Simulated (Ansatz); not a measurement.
AlN in Ansatz: the effect of functional

Crystal: AlN.

```xyz
4
Lattice="3.3771 0.0000 0.0000 -1.6885 2.9246 0.0000 0.0000 0.0000 4.2697" Properties=species:S:1:pos:R:3 pbc="T T T"
Al    1.6885    0.9749    1.0674
Al    0.0000    1.9498    3.2023
N     1.6885    0.9749    3.2023
N     0.0000    1.9498    1.0674
```

Measurements of this composition are mostly on another form, of space group No. 186.

The cell isn't the ideal one: volume scaled by 1.06.

Alike in all runs:

```yaml
Program: Ansatz 0.2.0
Task: single point
Potentials_or_basis: Ansatz PAW
k_mesh: 9 × 9 × 7
Occupations: fermi-dirac, width 0.05 eV
Spin: no spin polarisation
```

**Question.** One run gave: gap on the mesh 2.74 eV; pressure -13.9 GPa. Which functional did it use?
A. LDA
B. r2SCAN
C. PBEsol

**Answer.** C.

```tsv
functional	cutoff	gap on the mesh (eV)	pressure (GPa)
r2SCAN	500 eV (not typed: the program's choice for these potentials)	3.37	-15.8
LDA	420 eV (not typed: the program's choice for these potentials)	2.84	-18.6
PBEsol	420 eV (not typed: the program's choice for these potentials)	2.74	-13.9
```

Caveats: odd divisions of the mesh miss points on the zone boundary, where band edges often lie, so the gap on the mesh can be too wide; the PAW data sets come from PBE, with cores solved anew for the run's functional, which leaves a small shift of forces and pressure.

A k mesh can miss the band edges.

Runs at the PBE level aren't shown here.
